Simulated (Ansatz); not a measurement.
## Band table of Te

```xyz
1
Lattice="-1.9262 1.9262 1.9262 1.9262 -1.9262 1.9262 1.9262 1.9262 -1.9262" Properties=species:S:1:pos:R:3 pbc="T T T"
Te    0.0000    0.0000    0.0000
```

The structure comes from a relaxation in the same program, started in the bcc type, and has space group Im-3m. Whether it is a known phase or the ground state wasn't checked.

No spin–orbit coupling, which matters for the heavy atoms here.

Theory: Ansatz 0.2.0, DFT, PBE, all-electron LAPW, scalar-relativistic.

Numerical set-up: a Γ-centred 14×14×14 k mesh, Fermi–Dirac smearing of 0.05 eV, basis error target 0.25 meV/atom, no spin polarisation.

Path points, in fractions of the reciprocal vectors: Γ (0.000, 0.000, 0.000), H (0.500, -0.500, 0.500), N (0.000, 0.000, 0.500), P (0.250, 0.250, 0.250). Levels in eV from the Fermi level; bands 10 to 14, counted from the lowest band of the run. The gap is zero.

```
# k(1/Å) point b10 b11 b12 b13 b14
0.000 Γ -13.78 3.01 3.01 3.01 9.82
0.204 - -13.64 2.31 2.65 2.65 9.84
0.408 - -13.22 0.88 1.72 1.72 8.19
0.612 - -12.54 -0.57 0.56 0.56 6.61
0.815 - -11.64 -1.79 -0.58 -0.58 5.32
1.019 - -10.61 -2.65 -1.54 -1.54 4.32
1.223 - -9.60 -3.06 -2.27 -2.27 3.60
1.427 - -8.86 -3.02 -2.72 -2.72 3.17
1.631 H -8.60 -2.87 -2.87 -2.87 3.03
1.775 - -8.72 -3.08 -2.80 -2.69 3.20
1.919 - -9.05 -3.57 -2.57 -2.21 3.70
2.063 - -9.47 -4.15 -2.21 -1.53 4.51
2.208 - -9.89 -4.71 -1.73 -0.75 5.56
2.352 - -10.26 -5.19 -1.16 0.09 6.55
2.496 - -10.54 -5.54 -0.57 0.94 6.67
2.640 - -10.71 -5.75 -0.09 1.69 6.00
2.784 N -10.77 -5.83 0.10 2.04 5.62
2.928 - -10.99 -5.46 0.18 2.08 5.70
3.073 - -11.52 -4.53 0.40 2.18 5.95
3.217 - -12.12 -3.25 0.77 2.34 6.37
3.361 - -12.69 -1.78 1.25 2.53 6.96
3.505 - -13.15 -0.24 1.81 2.71 7.73
3.649 - -13.50 1.27 2.38 2.87 8.68
3.793 - -13.71 2.50 2.83 2.97 9.68
3.938 Γ -13.78 3.01 3.01 3.01 9.82
4.114 - -13.67 2.22 2.87 2.87 9.58
4.291 - -13.36 0.61 2.40 2.40 8.77
4.467 - -12.85 -1.08 1.56 1.56 8.58
4.644 - -12.19 -2.57 0.48 0.48 8.99
4.820 - -11.43 -3.70 -0.65 -0.65 9.84
4.997 - -10.73 -4.31 -1.69 -1.69 10.96
5.173 - -10.29 -4.20 -2.59 -2.59 12.22
5.350 P -10.17 -3.30 -3.30 -3.30 13.31
5.527 - -10.22 -3.81 -3.81 -1.84 11.18
5.703 - -10.26 -4.11 -4.11 -0.11 8.90
5.880 - -10.19 -4.20 -4.20 1.32 7.32
6.056 - -9.99 -4.09 -4.09 1.29 7.67
6.233 - -9.64 -3.80 -3.80 0.02 5.93
6.409 - -9.20 -3.41 -3.41 -1.40 4.45
6.586 - -8.78 -3.04 -3.04 -2.46 3.41
6.762 H -8.60 -2.87 -2.87 -2.87 3.03
8.175 P -10.17 -3.30 -3.30 -3.30 13.31
8.277 - -10.20 -3.88 -3.21 -2.66 12.47
8.379 - -10.27 -4.39 -2.93 -1.95 11.56
8.481 - -10.38 -4.83 -2.49 -1.19 10.41
8.583 - -10.49 -5.18 -1.92 -0.39 9.06
8.685 - -10.60 -5.46 -1.28 0.41 7.80
8.787 - -10.69 -5.67 -0.63 1.18 6.71
8.888 - -10.75 -5.79 -0.11 1.79 5.92
8.990 N -10.77 -5.83 0.10 2.04 5.62
```
